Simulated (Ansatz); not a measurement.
Runs of Ansatz 0.2.0 on EuO. It takes space group Fm-3m (No. 225, cubic). The conventional cell has a = 5.144 Å, b = 5.144 Å, c = 5.144 Å, α = 90.00°, β = 90.00°, γ = 90.00°. Around Eu (site symmetry m-3m) lie 6 O at 2.57 Å. O (site symmetry m-3m) is surrounded by 6 Eu at 2.57 Å. 

```tsv
task	level	cell	points for each segment of the path	gap on the mesh (eV)	pressure (GPa)	moment (μB)	relaxed volume (Å³/atom)
relaxation of cell and atoms	HF	relaxed	-	(a)	0.0	7.00	18.45
band structure	B3LYP	as given	4	-	2.0	7.00	-
band structure	PBE0	as given	4	-	-0.9	7.00	-
relaxation of cell and atoms	PBE0	relaxed	-	(b)	0.0	7.00	16.85
```

Alike in all rows: potentials or basis Ansatz PAW; spin collinear, ferromagnetic start; k mesh 5 × 5 × 5; cutoff (eV) 420; smearing fermi-dirac 0.05 eV; the mesh is coarse, so values aren't converged.

**Question.** Estimate the missing entries.

**Answer.** (a) 11.06; (b) 1.25.

Caveats: all runs use coarse meshes; the magnetic or orbital state may not be the lowest; spin-orbit coupling is left out, which moves the levels of the heavy elements; a cell with one magnetic atom can't hold antiferromagnetic order, which such compounds often take; the PAW data sets come from PBE, with cores solved anew for the run's functional, which leaves a small shift of forces and pressure; odd divisions of the mesh miss points on the zone boundary, where band edges often lie, so the gap on the mesh can be too wide (some runs); the plane-wave basis is chosen anew once the cell has moved, so the energies of steps on either side of that aren't comparable (some runs); the thresholds are loose for stress (some runs).

A k mesh can miss the band edges, and the runs leave out spin-orbit coupling on Eu.
